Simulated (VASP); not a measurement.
# EuO (Fm-3m) in VASP: single point with PBE+U

Aim: the single point of EuO with PBE+U.

All numbers are computed with VASP 6.6.1; they aren't measurements. Logs are shortened: lines on timing, memory, paths and dates and some standing lists are left out, and cuts for length are marked.

**The experiment to reproduce.**

From a printed reference work, monograph, for a bulk crystal of EuO at 300 K: band gap 1.115 eV (optical).

The results are compared with them further down.

### 1 The cell of the first run

It takes space group Fm-3m (No. 225, cubic). Conventional cell: a = 5.144 Å, b = 5.144 Å, c = 5.144 Å, α = 90.00°, β = 90.00°, γ = 90.00°. Eu (site symmetry m-3m) has 6 O at 2.57 Å within 3.4 Å. O (site symmetry m-3m) has 6 Eu at 2.57 Å within 3.4 Å.

### 2 Single point, PBE+U, collinear spin, ferromagnetic start

INCAR reads:

```
SYSTEM = EuO
  PREC = Accurate
  ENCUT = 600
  EDIFF = 1E-6
  ISMEAR = 1
  SIGMA = 0.1
  LREAL = .FALSE.
  LASPH = .TRUE.
  NELM = 200
  ALGO = Normal
  ISIF = 2
  LWAVE = .FALSE.
  LCHARG = .TRUE.
  ISPIN = 2
  MAGMOM = 9.1 0
  LORBIT = 11
  LMAXMIX = 6
  LDAU = .TRUE.
  LDAUTYPE = 2
  LDAUL = 3 -1
  LDAUU = 4 0
  LDAUJ = 0 0
  LDAUPRINT = 1
  GGA = PE
  LELF = .TRUE.
  LVHAR = .TRUE.
  NBANDS = 22
  GGA_COMPAT = .FALSE.
```

KPOINTS reads:

```
Automatic mesh
0
G
  6 6 6
  0 0 0
```

POSCAR reads:

```
EuO
1.0
    0.0000000000      2.5719500000      2.5719500000
    2.5719500000      0.0000000000      2.5719500000
    2.5719500000      2.5719500000      0.0000000000
Eu O
1 1
Direct
    0.0000000000      0.0000000000      0.0000000000
    0.5000000000      0.5000000000      0.5000000000
```

Potentials or basis: VASP PAW PBE potentials, release 64 (Eu, O).

The run is started by

```console
cat potpaw_PBE.64/Eu/POTCAR potpaw_PBE.64/O/POTCAR > POTCAR
mpirun -np 1 vasp_std > vasp.out
```

OUTCAR:

```text
SYSTEM = EuO
   PREC = Accurate
   ENCUT = 600
   EDIFF = 1E-6
   ISMEAR = 1
   LREAL = .FALSE.
   LASPH = .TRUE.
   NELM = 200
   ISIF = 2
   ISPIN = 2
   LORBIT = 11
   GGA = PE

 ion  position               nearest neighbor table
   1  0.000  0.000  0.000-   2 2.57   2 2.57   2 2.57   2 2.57   2 2.57   2 2.57
   2  0.500  0.500  0.500-   1 2.57   1 2.57   1 2.57   1 2.57   1 2.57   1 2.57

  LATTYP: Found a face centered cubic cell.
 ALAT       =     5.1439000000

  Lattice vectors:

 A1 = (   0.0000000000,   2.5719500000,   2.5719500000)
 A2 = (   2.5719500000,   0.0000000000,   2.5719500000)
 A3 = (   2.5719500000,   2.5719500000,   0.0000000000)

Analysis of symmetry for initial positions (statically):
=====================================================================
 Subroutine PRICEL returns:
 Original cell was already a primitive cell.

 Routine SETGRP: Setting up the symmetry group for a
 face centered cubic supercell.

 Subroutine GETGRP returns: Found 48 space group operations
 (whereof 48 operations were pure point group operations)
 out of a pool of 48 trial point group operations.

The static configuration has the point symmetry O_h .

Analysis of symmetry for dynamics (positions and initial velocities):
=====================================================================
 Subroutine PRICEL returns:
 Original cell was already a primitive cell.

 Routine SETGRP: Setting up the symmetry group for a
 face centered cubic supercell.

 Subroutine GETGRP returns: Found 48 space group operations
 (whereof 48 operations were pure point group operations)
 out of a pool of 48 trial point group operations.

The dynamic configuration has the point symmetry O_h .

Analysis of structural, dynamic, and magnetic symmetry:
=====================================================================
 Subroutine PRICEL returns:
 Original cell was already a primitive cell.

 Routine SETGRP: Setting up the symmetry group for a
 face centered cubic supercell.

 Subroutine GETGRP returns: Found 48 space group operations
 (whereof 48 operations were pure point group operations)
 out of a pool of 48 trial point group operations.

The overall configuration has the point symmetry O_h .

 Subroutine INISYM returns: Found 48 space group operations
 (whereof 48 operations are pure point group operations),
 and found     1 'primitive' translations

----------------------------------------------------------------------------------------

                                     Primitive cell

  volume of cell :      34.0265

  direct lattice vectors                    reciprocal lattice vectors
     0.000000000  2.571950000  2.571950000    -0.194405023  0.194405023  0.194405023
     2.571950000  0.000000000  2.571950000     0.194405023 -0.194405023  0.194405023
     2.571950000  2.571950000  0.000000000     0.194405023  0.194405023 -0.194405023

  length of vectors
     3.637286572  3.637286572  3.637286572     0.336719378  0.336719378  0.336719378

  position of ions in fractional coordinates (direct lattice)
     0.000000000  0.000000000  0.000000000
     0.500000000  0.500000000  0.500000000

  ion indices of the primitive-cell ions
   primitive index   ion index
                 1           1
                 2           2

----------------------------------------------------------------------------------------

 KPOINTS: Automatic mesh

Automatic generation of k-mesh.
 Grid dimensions read from file:
 generate k-points for:    6    6    6
[... 64 lines left out ...]
   TEBEG  =    0.0;   TEEND  =   0.0 temperature during run
   PSTRESS=    0.0 pullay stress
   NELECT =      23.0000    total number of electrons
   NUPDOWN=      -1.0000    fix difference up-down
   EMIN   =  10.00;   EMAX   =-10.00  energy-range for DOS
   EFERMI =   0.00;   METHOD = LEGACY
   ISMEAR =     1;   SIGMA  =   0.10  broadening in eV -4-tet -1-fermi 0-gaus
   EFERMI_NEDOS =   21; number of points for ismear=-14 and -15
   IALGO  =     38    algorithm
   IMIX   =      4    mixing-type and parameters
     AMIX     =   0.40;   BMIX     =  1.00
     AMIX_MAG =   1.60;   BMIX_MAG =  1.00
  volume/ion in A,a.u.               =      17.01       114.81
  Fermi-wavevector in a.u.,A,eV,Ry     =   1.436740  2.715045 28.085452  2.064223
  Thomas-Fermi vector in A             =   2.555895
   LORBIT       =     11    0 simple, 1 ext, 2 COOP (PROOUT), +10 PAW based schemes
 LDA+U is selected, type is set to LDAUTYPE =  2
   angular momentum for each species LDAUL =     3   -1
   U (eV)           for each species LDAUU =   4.0  0.0
   J (eV)           for each species LDAUJ =   0.0  0.0
   GGA     = PE    functional components
   LHFCALC =     F    Hartree Fock is set to
   AEXX    =    0.0000 exact exchange contribution
   IVDW    =     0    specifies the selected vdW correction
   LEPSILON=     F    determine dielectric tensor
   LRPA    =     F    only Hartree local field effects (RPA)
 spin polarized calculation
 Methfessel and Paxton  Order N= 1 SIGMA  =   0.10
  energy-cutoff  :      600.00
  volume of cell :       34.03
 maximum number of plane-waves:      1158
 NGX is ok and might be reduce to    30
   NGX = 15   NGY = 15   NGZ = 15

atom =   1  type =  1  l = 3

 onsite density matrix

spin component  1

  0.9656  0.0000 -0.0047 -0.0000 -0.0000  0.0000  0.0000
  0.0000  0.9499  0.0000  0.0000 -0.0000 -0.0000 -0.0000
 -0.0047  0.0000  0.9680  0.0000  0.0000  0.0000 -0.0000
 -0.0000  0.0000  0.0000  0.9620 -0.0000 -0.0000 -0.0000
 -0.0000 -0.0000  0.0000 -0.0000  0.9680 -0.0000  0.0047
  0.0000 -0.0000  0.0000 -0.0000 -0.0000  0.9717 -0.0000
  0.0000 -0.0000 -0.0000 -0.0000  0.0047 -0.0000  0.9656

spin component  2

  0.0037 -0.0000  0.0017 -0.0000 -0.0000 -0.0000 -0.0000
 -0.0000  0.0001 -0.0000  0.0000  0.0000  0.0000  0.0000
  0.0017 -0.0000  0.0028  0.0000  0.0000 -0.0000 -0.0000
 -0.0000  0.0000  0.0000  0.0051  0.0000  0.0000 -0.0000
 -0.0000  0.0000  0.0000  0.0000  0.0028  0.0000 -0.0017
 -0.0000  0.0000 -0.0000  0.0000  0.0000  0.0015  0.0000
 -0.0000  0.0000 -0.0000 -0.0000 -0.0017  0.0000  0.0037

 occupancies and eigenvectors

  o =  0.0001  v =  0.0000  0.0000  0.0000  0.0000  0.0000  0.0000  0.0000  0.0000  1.0000  0.0000 -0.0000 -0.0000 -0.0000 -0.0000      0.0000  0.0000  0.0000  0.0000  0.0000  0.0000  0.0000  0.0000  0.0000  0.0000  0.0000  0.0000  0.0000  0.0000
  o =  0.0015  v =  0.0000  0.0000  0.0000  0.0000  0.0000  0.0000  0.0000 -0.0005 -0.0000  0.0007  0.0000 -0.7906  0.0010 -0.6124      0.0000  0.0000  0.0000  0.0000  0.0000  0.0000  0.0000  0.0000  0.0000  0.0000  0.0000  0.0000  0.0000  0.0000
  o =  0.0015  v =  0.0000  0.0000  0.0000  0.0000  0.0000  0.0000  0.0000 -0.6123 -0.0000  0.7905 -0.0000  0.0007  0.0133  0.0006      0.0000  0.0000  0.0000  0.0000  0.0000  0.0000  0.0000  0.0000  0.0000  0.0000  0.0000  0.0000  0.0000  0.0000
  o =  0.0015  v =  0.0000  0.0000  0.0000  0.0000  0.0000  0.0000  0.0000 -0.0081 -0.0000  0.0105  0.0000 -0.0008 -0.9999 -0.0006      0.0000  0.0000  0.0000  0.0000  0.0000  0.0000  0.0000  0.0000  0.0000  0.0000  0.0000  0.0000  0.0000  0.0000
  o =  0.0051  v =  0.0000  0.0000  0.0000  0.0000  0.0000  0.0000  0.0000  0.0009  0.0000  0.0007  1.0000 -0.0059  0.0000  0.0076      0.0000  0.0000  0.0000  0.0000  0.0000  0.0000  0.0000  0.0000  0.0000  0.0000  0.0000  0.0000  0.0000  0.0000
  o =  0.0051  v =  0.0000  0.0000  0.0000  0.0000  0.0000  0.0000  0.0000  0.0002 -0.0000  0.0001  0.0096  0.6123  0.0000 -0.7905      0.0000  0.0000  0.0000  0.0000  0.0000  0.0000  0.0000  0.0000  0.0000  0.0000  0.0000  0.0000  0.0000  0.0000
  o =  0.0051  v =  0.0000  0.0000  0.0000  0.0000  0.0000  0.0000  0.0000  0.7906 -0.0000  0.6124 -0.0011 -0.0001 -0.0000  0.0002      0.0000  0.0000  0.0000  0.0000  0.0000  0.0000  0.0000  0.0000  0.0000  0.0000  0.0000  0.0000  0.0000  0.0000
  o =  0.9499  v =  0.0000 -1.0000  0.0000  0.0000 -0.0000  0.0000  0.0000  0.0000  0.0000  0.0000  0.0000  0.0000  0.0000  0.0000      0.0000  0.0000  0.0000  0.0000  0.0000  0.0000  0.0000  0.0000  0.0000  0.0000  0.0000  0.0000  0.0000  0.0000
  o =  0.9620  v = -0.0121 -0.0000 -0.0094 -0.0360  0.6119 -0.0000 -0.7900  0.0000  0.0000  0.0000  0.0000  0.0000  0.0000  0.0000      0.0000  0.0000  0.0000  0.0000  0.0000  0.0000  0.0000  0.0000  0.0000  0.0000  0.0000  0.0000  0.0000  0.0000
  o =  0.9620  v =  0.7905  0.0000  0.6123 -0.0009  0.0093 -0.0000 -0.0121  0.0000  0.0000  0.0000  0.0000  0.0000  0.0000  0.0000      0.0000  0.0000  0.0000  0.0000  0.0000  0.0000  0.0000  0.0000  0.0000  0.0000  0.0000  0.0000  0.0000  0.0000
  o =  0.9620  v = -0.0003 -0.0000 -0.0002 -0.9994 -0.0221 -0.0000  0.0285  0.0000  0.0000  0.0000  0.0000  0.0000  0.0000  0.0000      0.0000  0.0000  0.0000  0.0000  0.0000  0.0000  0.0000  0.0000  0.0000  0.0000  0.0000  0.0000  0.0000  0.0000
  o =  0.9717  v =  0.0060  0.0000 -0.0078 -0.0000  0.0369  0.9989  0.0286  0.0000  0.0000  0.0000  0.0000  0.0000  0.0000  0.0000      0.0000  0.0000  0.0000  0.0000  0.0000  0.0000  0.0000  0.0000  0.0000  0.0000  0.0000  0.0000  0.0000  0.0000
  o =  0.9717  v = -0.6123  0.0000  0.7905 -0.0000 -0.0004  0.0099 -0.0003  0.0000  0.0000  0.0000  0.0000  0.0000  0.0000  0.0000      0.0000  0.0000  0.0000  0.0000  0.0000  0.0000  0.0000  0.0000  0.0000  0.0000  0.0000  0.0000  0.0000  0.0000
  o =  0.9717  v =  0.0006 -0.0000 -0.0008  0.0000 -0.7897  0.0467 -0.6117  0.0000  0.0000  0.0000  0.0000  0.0000  0.0000  0.0000      0.0000  0.0000  0.0000  0.0000  0.0000  0.0000  0.0000  0.0000  0.0000  0.0000  0.0000  0.0000  0.0000  0.0000

 number of electron      22.9999999 magnetization       7.0001908

 Free energy of the ion-electron system (eV)
  ---------------------------------------------------
  ext. energy  EPLUGINS =         0.00000000
  ---------------------------------------------------
  free energy    TOTEN  =       -21.36363879 eV

  energy without entropy =      -21.36482213  energy(sigma->0) =      -21.36403324

 E-fermi :   4.0641     XC(G=0): -10.7891

 val. band max:        4.0187460689   @ k =   0.1667   0.1667   0.0000
 cond. band min:       4.1193315527   @ k =   0.0000   0.0000   0.0000
 fundamental gap:      0.1005854838
 Fermi energy:         4.0640772538

 spin component 1

 k-point     1 :       0.0000    0.0000    0.0000
  band No.  band energies     occupation
      1     -36.2450      1.00000
      2     -14.7685      1.00000
      3     -14.7685      1.00000
      4     -14.7685      1.00000
      5     -13.9910      1.00000
      6       0.7444      1.00000
[... 389 lines left out ...]
     21      13.5958      0.00000
     22      14.4185      0.00000
 Fermi energy:         4.0640772538

 spin component 2

 k-point     1 :       0.0000    0.0000    0.0000
  band No.  band energies     occupation
      1     -33.1509      1.00000
      2     -14.0805      1.00000
      3     -12.4491      1.00000
      4     -12.4491      1.00000
      5     -12.4491      1.00000
      6       0.9989      1.00000
[... 389 lines left out ...]
     21      15.0227      0.00000
     22      15.9967      0.00000

------------------------ aborting loop because EDIFF is reached ----------------------------------------

  FORCE on cell =-STRESS in cart. coord.  units (eV):
  Direction    XX          YY          ZZ          XY          YZ          ZX
  --------------------------------------------------------------------------------------
  -------------------------------------------------------------------------------------
  Total       -0.1014988     -0.1014988     -0.1014988      0.0000000      0.0000000      0.0000000
  in kB       -4.7791858     -4.7791858     -4.7791858      0.0000000      0.0000000      0.0000000
  external PRESSURE =      -4.7791858 kB  Pullay stress =       0.0000000 kB

 VOLUME and BASIS-vectors are now :
 -----------------------------------------------------------------------------
  energy-cutoff  :      600.00
  volume of cell :       34.03
      direct lattice vectors                 reciprocal lattice vectors
     0.000000000  2.571950000  2.571950000    -0.194405023  0.194405023  0.194405023
     2.571950000  0.000000000  2.571950000     0.194405023 -0.194405023  0.194405023
     2.571950000  2.571950000  0.000000000     0.194405023  0.194405023 -0.194405023

 POSITION                                       TOTAL-FORCE (eV/Angst)
 -----------------------------------------------------------------------------------
      0.00000      0.00000      0.00000        -0.000000     -0.000000     -0.000000
      2.57195      2.57195      2.57195         0.000000      0.000000      0.000000
 -----------------------------------------------------------------------------------
    total drift:                                0.000000      0.000000      0.000000

  FREE ENERGIE OF THE ION-ELECTRON SYSTEM (eV)
  ---------------------------------------------------
  free  energy   TOTEN  =       -21.3636387902 eV

  energy  without entropy=      -21.3648221324  energy(sigma->0) =      -21.36403324

 total charge

# of ion       s       p       d       f       tot
--------------------------------------------------
    1        2.032   5.791   0.325   6.762  14.910
    2        1.551   3.403   0.000   0.000   4.955
--------------------------------------------------
tot          3.583   9.194   0.325   6.762  19.865

 magnetization (x)

# of ion       s       p       d       f       tot
--------------------------------------------------
    1       -0.014  -0.111   0.092   6.725   6.692
    2       -0.005  -0.093   0.000   0.000  -0.098
--------------------------------------------------
tot         -0.019  -0.204   0.092   6.725   6.594
```

Wall time 78 s (1 thread of AMD EPYC 7R13, shared host); peak memory 0.18 GiB.

Results:

```yaml
Free_energy: -21.3636 eV
Pressure: -0.5 GPa
Band_gap_on_the_k_mesh: zero (filled and empty bands overlap)
Net_moment: 7.00 μB per cell
Site_moments: Eu +6.69; O -0.10 μB
Valence_electrons_inside_the_program's_atomic_spheres: Eu 14.91; O 4.96
```

Levels at points of the mesh, in eV from the Fermi level:
Spin up:
| k point | band 12 | band 13 | band 14 | band 15 | band 16 | band 17 | band 18 | band 19 |
| --- | --- | --- | --- | --- | --- | --- | --- | --- |
| (0.00, 0.00, 0.00) | -0.38 | 0.06 | 0.06 | 0.06 | 0.40 | 2.45 | 2.45 | 2.45 |
| (0.50, 0.00, 0.00) | -0.38 | -0.38 | -0.37 | -0.35 | 3.03 | 5.19 | 5.19 | 5.51 |
| (0.50, 0.50, 0.00) | -0.49 | -0.48 | -0.36 | -0.09 | -0.09 | 4.20 | 6.58 | 7.35 |
Spin down:
| k point | band 6 | band 7 | band 8 | band 9 | band 10 | band 11 |
| --- | --- | --- | --- | --- | --- | --- |
| (0.00, 0.00, 0.00) | -3.07 | -3.07 | -3.07 | 1.30 | 3.46 | 3.46 |
| (0.50, 0.00, 0.00) | -5.12 | -4.19 | -4.19 | 3.73 | 5.74 | 6.26 |
| (0.50, 0.50, 0.00) | -3.13 | -3.02 | -3.02 | 0.43 | 5.11 | 6.96 |

Eigenvalues of the final occupation matrices:
```
    site  spin  trace                         eigenvalues
site 1 f     1   6.75  0.95 0.96 0.96 0.96 0.97 0.97 0.97
site 1 f     2   0.02  0.00 0.00 0.00 0.00 0.01 0.01 0.01
```

Caveat: spin-orbit coupling is left out, which moves the levels of the heavy elements; a cell with one magnetic atom can't hold antiferromagnetic order, which such compounds often take.

### 3 How close it comes

Step 2. Measured gap of EuO: 1.115 eV (optical; 300 K; a printed reference work, monograph). This calculation gives 0.00 eV (-1.11 eV). So large a miss can be the level of theory's own, or it may mean another phase, state or a wrong row. Spin-orbit coupling on Eu is left out. The value is that of PBE+U on a finite k mesh, which can miss the band edges, without temperature or zero-point motion. The run's magnetic order (collinear spin, ferromagnetic start) needn't be the measured crystal's.
